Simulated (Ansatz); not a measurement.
ScAl₃: course of a relaxation

The calculation used Ansatz 0.2.0, DFT r2SCAN, scalar-relativistic, plane waves, PAW. Settings: 500 eV cutoff, 12×12×12 k-mesh, Gaussian smearing of 0.10 eV, no spin polarisation.

What was changed: relaxed at 15 GPa.

Other phases may be more stable at this pressure.

Command:

```bash
ansatz run input.yaml --threads 1 --pin off --max-ram 2560MiB --backend cpu --events-out ev --progress --plain --runs-dir out
```

Input:

```yaml
crystal:
  lattice:
    - [3.9151009587, 0.0, 0.0]
    - [0.0, 3.9151009587, 0.0]
    - [0.0, 0.0, 3.9151009587]
  atoms:
    - { symbol: Sc, position: [0.0, 0.0, 0.0] }
    - { symbol: Al, position: [0.5, 0.0, 0.5] }
    - { symbol: Al, position: [0.0, 0.5, 0.5] }
    - { symbol: Al, position: [0.5, 0.5, 0.0] }
basis:
  ecutwfc: 500
kpoints:
  mp_grid: { grid: [12, 12, 12] }
hamiltonian:
  xc: r2scan
scf:
  occupations: { method: gaussian, width: 0.1 }
output:
  forces: true
  stress: true
  eigenvalues: true
relax:
  adjacent_minimum: "off"
  f_tol: 0.008
  max_steps: 50
  cell: { stress_tol: 0.08, p_target: 15.0 }
```

F is the free energy. Steps run on the plane waves of an earlier cell, but the last one, and at times one on the way, on a freshly chosen basis, so a repeated geometry can differ a little in energy. The relaxation lowers the enthalpy F + PV at the target pressure, so F itself can rise.

Steps:

```tsv
step	F − F(1) (eV)	largest force component (eV/Å)	V (Å³/atom)	P (GPa)
1	0.0000	0.000	15.003	15.55
2	-0.0326	0.000	15.089	14.69
3	-0.0211	0.000	15.058	15.00
4	-0.0211	0.000	15.058	15.00
```

Relaxed structure:

```cif
data_structure
_symmetry_space_group_name_H-M 'P 1'
_symmetry_Int_Tables_number 1
_cell_length_a 3.9199
_cell_length_b 3.9199
_cell_length_c 3.9199
_cell_angle_alpha 90.000
_cell_angle_beta 90.000
_cell_angle_gamma 90.000
_cell_volume 60.23
loop_
_atom_site_label
_atom_site_type_symbol
_atom_site_fract_x
_atom_site_fract_y
_atom_site_fract_z
_atom_site_occupancy
Sc1 Sc 0.00000 0.00000 0.00000 1
Al1 Al 0.50000 0.00000 0.50000 1
Al2 Al 0.00000 0.50000 0.50000 1
Al3 Al 0.50000 0.50000 0.00000 1
```

It takes space group Pm-3m (No. 221, cubic). The conventional cell has a = 3.920 Å, b = 3.920 Å, c = 3.920 Å, α = 90.00°, β = 90.00°, γ = 90.00°. Around Sc (site symmetry m-3m) lie 12 Al at 2.77 Å. Around Al (site symmetry 4/mmm) lie 4 Sc at 2.77 Å and 8 Al at 2.77 Å.

The run converged. Time: 38 s on 1 thread of Intel(R) Xeon(R) Platinum 8259CL CPU @ 2.50GHz (Skylake/Cascade Lake), with other jobs on the host, peak memory 0.58 GiB.